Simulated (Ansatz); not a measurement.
# NiO: response to strain

Aim: deform NiO (zz strain of -1 %) and compute stress, forces and field gradients with LAPW, PAW and all-electron datasets made for the crystal.

Program: Ansatz 0.2.0. Level of theory: DFT PBE, scalar-relativistic. These are calculated values, not measurements.

## Step 1: The starting structure

The structure is cubic, space group Fm-3m (No. 225). The conventional cell has a = 4.183 Å, b = 4.183 Å, c = 4.183 Å, α = 90.00°, β = 90.00°, γ = 90.00°. Ni (site symmetry m-3m) has 6 O at 2.09 Å as nearest neighbours. Around O (site symmetry m-3m) lie 6 Ni at 2.09 Å.

Structure file:

```cif
data_structure
_symmetry_space_group_name_H-M 'Fm-3m'
_symmetry_Int_Tables_number 225
_cell_length_a 4.1826
_cell_length_b 4.1826
_cell_length_c 4.1826
_cell_angle_alpha 90.000
_cell_angle_beta 90.000
_cell_angle_gamma 90.000
_cell_volume 73.17
loop_
_atom_site_label
_atom_site_type_symbol
_atom_site_symmetry_multiplicity
_atom_site_Wyckoff_symbol
_atom_site_fract_x
_atom_site_fract_y
_atom_site_fract_z
_atom_site_occupancy
Ni1 Ni 4 a 0.00000 0.00000 0.00000 1
O1 O 4 b 0.50000 0.00000 0.00000 1
```

The file gives the conventional cell by its symmetry; the runs use the cell typed in the input.

Atoms are numbered in the order of the input: Ni1, O2.

## Step 2: The deformed structure

Space group Fm-3m before, I4/mmm after.

## Step 3: All-electron LAPW

input.yaml

```yaml
crystal:
  lattice:
    - [0.0, 2.09131, 2.0703969]
    - [2.09131, 0.0, 2.0703969]
    - [2.09131, 2.09131, 0.0]
  atoms:
    - { symbol: Ni, position: [0.0, 0.0, 0.0], spin: 1.5 }
    - { symbol: O, position: [0.5, 0.5, 0.5] }
magnetization:
  spin_polarized: true
kpoints:
  mp_grid: { grid: [17, 17, 17] }
  band_path:
    path:
      - [0.0, 0.0, 0.0]
      - [0.0, 0.5, 0.5]
      - [0.25, 0.75, 0.5]
      - [0.0, 0.5, 0.0]
      - [0.0, 0.0, 0.0]
      - [0.5, 0.5, 0.0]
      - [0.3775380063, 0.6224619937, 0.0]
      - [-0.3775380063, 0.3775380063, 0.0]
      - [0.0, 0.0, 0.0]
    npoints: 5
scf:
  occupations: { method: fermi_dirac, width: 0.03 }
hamiltonian:
  xc: pbe
  pseudopotentials: { kind: all_electron, lapw: { basis_error: 0.001 } }
output:
  forces: true
  stress: true
  eigenvalues: true
```

On the command line:

```console
$ ansatz run input.yaml --threads 1 --pin off --max-ram 3072MiB --backend cpu --events-out ev --progress --plain --runs-dir out
```

## Step 4: PAW with frozen cores

input.yaml

```yaml
crystal:
  lattice:
    - [0.0, 2.09131, 2.0703969]
    - [2.09131, 0.0, 2.0703969]
    - [2.09131, 2.09131, 0.0]
  atoms:
    - { symbol: Ni, position: [0.0, 0.0, 0.0], spin: 1.5 }
    - { symbol: O, position: [0.5, 0.5, 0.5] }
magnetization:
  spin_polarized: true
kpoints:
  mp_grid: { grid: [17, 17, 17] }
scf:
  occupations: { method: fermi_dirac, width: 0.03 }
hamiltonian:
  xc: pbe
  pseudopotentials: { kind: paw }
output:
  forces: true
  stress: true
  eigenvalues: true
  efg: { contact_densities: true }
```

## Step 5: Datasets made for this crystal

Edit input.yaml of step 4 so:

```diff
@@ -16,3 +16,3 @@
   xc: pbe
-  pseudopotentials: { kind: paw }
+  pseudopotentials: { kind: all_electron, datasets: crystal }
 output:
```

(Steps that only read results are left out.)

**Question.** What will these runs give? Wanted: pressure; largest shear or deviatoric stress.

**Answer**, as computed:

| quantity | value |
| --- | --- |
| pressure | LAPW 6.59, PAW 6.09, crystal datasets 6.59 GPa |
| largest shear or deviatoric stress (LAPW) | 0.72 GPa |

The largest part of the stress beyond the pressure is 0.72 GPa in size, in the zz component; the atoms are carried along and not relaxed. No run of the undeformed cell stands beside it, so the pressure holds what the given cell had before the change. PAW: stress within 0.53 GPa of LAPW. Crystal datasets: stress within 0.01 GPa of LAPW. Other magnetic orders may lie lower; this is the state that the run reached. With one magnetic atom in the cell only ferromagnetic order fits; the real order can differ. No U acts on the open 3d shell, so the metal found here may be the functional's error.
